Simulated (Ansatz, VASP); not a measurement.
# Al: VASP beside Ansatz

File POSCAR:

```
Al
1.0
   -1.5912186900      1.5912186900      1.5912186900
    1.5912186900     -1.5912186900      1.5912186900
    1.5912186900      1.5912186900     -1.5912186900
Al
1
Direct
    0.0000000000      0.0000000000      0.0000000000
```

The input INCAR.step1:

```
SYSTEM = Al
  PREC = Accurate
  ENCUT = 520
  ISMEAR = 0
  SIGMA = 0.1
  LREAL = .FALSE.
  LASPH = .TRUE.
  NELM = 150
  ISPIN = 2
  MAGMOM = 3
  NBANDS = 12
  GGA = PE
  ALGO = Normal
  EDIFF = 1E-4
  LWAVE = .TRUE.
  LCHARG = .FALSE.
```

INCAR.step2

```
SYSTEM = Al
  PREC = Accurate
  ENCUT = 520
  EDIFF = 1E-6
  ISMEAR = 0
  SIGMA = 0.1
  LREAL = .FALSE.
  LASPH = .TRUE.
  NELM = 150
  ALGO = Normal
  ISIF = 2
  LWAVE = .FALSE.
  LCHARG = .FALSE.
  ISPIN = 2
  MAGMOM = 3
  LORBIT = 11
  METAGGA = R2SCAN
  LMIXTAU = .TRUE.
  NBANDS = 12
  ISTART = 1
```

The input KPOINTS:

```
Automatic mesh
0
G
  10 10 10
  0 0 0
```

Input for Ansatz:

```yaml
crystal:
  lattice:
    - [-1.59121869, 1.59121869, 1.59121869]
    - [1.59121869, -1.59121869, 1.59121869]
    - [1.59121869, 1.59121869, -1.59121869]
  atoms:
    - { symbol: Al, position: [0.0, 0.0, 0.0], spin: 3.0 }
basis:
  ecutwfc: 500
kpoints:
  mp_grid: { grid: [10, 10, 10] }
hamiltonian:
  xc: r2scan
scf:
  occupations: { method: gaussian, width: 0.1 }
  lower_state_search: "off"
output:
  forces: true
  stress: true
  eigenvalues: true
  populations: true
magnetization:
  spin_polarized: true
```

Alike in both runs: task single point; functional r2SCAN; k mesh 10 × 10 × 10; occupations gaussian, width 0.1 eV; collinear spin.

|  | VASP | Ansatz |
| --- | --- | --- |
| version | VASP 6.6.1 | Ansatz 0.2.0 |
| potentials or method | VASP PAW PBE potentials, release 64 (Al) | scalar-relativistic, plane waves, PAW |
| plane-wave cutoff (eV) | 520 | 500 |
| valence electrons in the cell | 3 | 3 |

|  | VASP | Ansatz | Ansatz less VASP |
| --- | --- | --- | --- |
| gap on the k mesh at the Fermi level (eV) | none | none | - |
| pressure (GPa) | 1.0 | 1.3 | +0.33 |
| net moment per atom (μB) | 0.00 | 0.00 | 0.000 |

A gap of «none» marks a metal or a gap that the smearing closes. With one functional, cell and mesh, what is left measures potentials, basis and numerics. Ansatz warned: «seeded_moment_not_kept».

Caveats: the PAW data sets were made with another functional, which shifts forces and pressure a little (VASP).
